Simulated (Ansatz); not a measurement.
**Calculated O-17 NMR of the central transition for SiO₂**

Cell: a computed structure from the Materials Project (it need not be an observed phase), taken as it stands.

Space group Ia-3d (No. 230); a = 10.1309 Å.

| site | Wyckoff | site symmetry | x | y | z |
| --- | --- | --- | --- | --- | --- |
| Si | 24d | -4.. | 0.7500 | 0.1250 | 0.0000 |
| O | 48g | ..2 | 0.3750 | 0.2823 | 0.0323 |

One atom of each set is listed; the run and its k-mesh use a cell of 36 atoms with edges of 8.77, 8.77, 8.77 Å.

Method: Kohn–Sham DFT in Ansatz, PBE, plane waves and PAW, scalar-relativistic, 420 eV cutoff, Γ-centred 4×4×4 k-points, Fermi–Dirac smearing 0.02 eV.

O-17 has I = 5/2 and Q = -25.58 mb (Pyykkö 2018); at 18.8 T its Larmor frequency is ν₀ = 108.6 MHz. Only the quadrupole interaction is simulated: positions count from each site's isotropic chemical shift, and J coupling is left out, as are shift anisotropy and dipolar coupling, which fast spinning averages.

(1) What does the O-17 spectrum (fast magic-angle spinning) show for each site?

## Answers

(1) 

```
site                 first shell  C_Q (MHz)     η  P_Q (MHz)  δ_QIS (ppm)  breadth (kHz)
   O  2 Si at 1.61 Å, angle 149°      -5.87  0.10       5.88        -17.6           4.21
```

δ_QIS = −(ν_Q²/30ν₀²)[I(I+1) − 3/4](1 + η²/3) × 10⁶ ppm with ν_Q = 3|C_Q|/[2I(2I−1)]; it falls as 1/B₀² in ppm, and the breadth as 1/B₀ in kHz.

At O V_zz runs parallel to the line that joins its two neighbours (within 1°).

At this cell the principal stresses reach 5 GPa in size with PBE, which can matter for small gradients. The largest force is 0.3 eV/Å, so the atoms aren't at the calculated equilibrium and relaxing them would move these values.
